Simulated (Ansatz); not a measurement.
**Cu₃N: one input, then a changed one**

The cell is COD entry 1536894, as deposited and not checked against the literature; nothing was relaxed.

First run: DFT, PBE, PAW with Ansatz's default frozen-core files, scalar-relativistic (Ansatz 0.2.0).

Command: `ansatz run input.yaml --threads 1 --pin off --max-ram 3072MiB --backend cpu --events-out ev --progress --plain --runs-dir out` The run took about 32 s on 1 thread of a shared machine.

```yaml
crystal:
  lattice:
    - [3.814, 0.0, 0.0]
    - [0.0, 3.814, 0.0]
    - [0.0, 0.0, 3.814]
  atoms:
    - { symbol: Cu, position: [0.5, 0.0, 0.0] }
    - { symbol: Cu, position: [0.0, 0.5, 0.0] }
    - { symbol: Cu, position: [0.0, 0.0, 0.5] }
    - { symbol: "N", position: [0.0, 0.0, 0.0] }
kpoints:
  mp_grid: { grid: [10, 10, 10] }
  band_path:
    path:
      - [0.0, 0.0, 0.0]
      - [0.0, 0.5, 0.0]
      - [0.5, 0.5, 0.0]
      - [0.0, 0.0, 0.0]
      - [0.5, 0.5, 0.5]
      - [0.0, 0.5, 0.0]
      - [0.5, 0.5, 0.5]
      - [0.5, 0.5, 0.0]
    npoints: 14
scf:
  occupations: { method: fermi_dirac, width: 0.08 }
hamiltonian:
  xc: pbe
  pseudopotentials: { kind: paw }
output:
  forces: true
  stress: true
  eigenvalues: true
  efg: { contact_densities: true }
  populations: true
  bader: true
  dos: { projected: true, de: 0.2, e_range: [-14, 8] }
  write_density: true
  write_potential: true
  elf: true
  volumetric_format: npy
```

Result: converged; pressure 1.20 GPa; gap on the k mesh 0.19 eV; 8 SCF iterations.

The input is then changed:

```diff
@@ -9,4 +9,5 @@
     - { symbol: Cu, position: [0.0, 0.0, 0.5] }
     - { symbol: "N", position: [0.0, 0.0, 0.0] }
+  symmetry: { detect: false }
 kpoints:
   mp_grid: { grid: [10, 10, 10] }
@@ -23,5 +24,5 @@
     npoints: 14
 scf:
-  occupations: { method: fermi_dirac, width: 0.08 }
+  occupations: { method: tetrahedron }
 hamiltonian:
   xc: pbe
@@ -33,9 +34,3 @@
   efg: { contact_densities: true }
   populations: true
-  bader: true
-  dos: { projected: true, de: 0.2, e_range: [-14, 8] }
-  write_density: true
-  write_potential: true
-  elf: true
-  volumetric_format: npy
```

Problem. Predict the outcome of the changed run.

Solution. It converged; pressure 1.25 GPa; gap on the k mesh 0.19 eV; 9 SCF iterations.
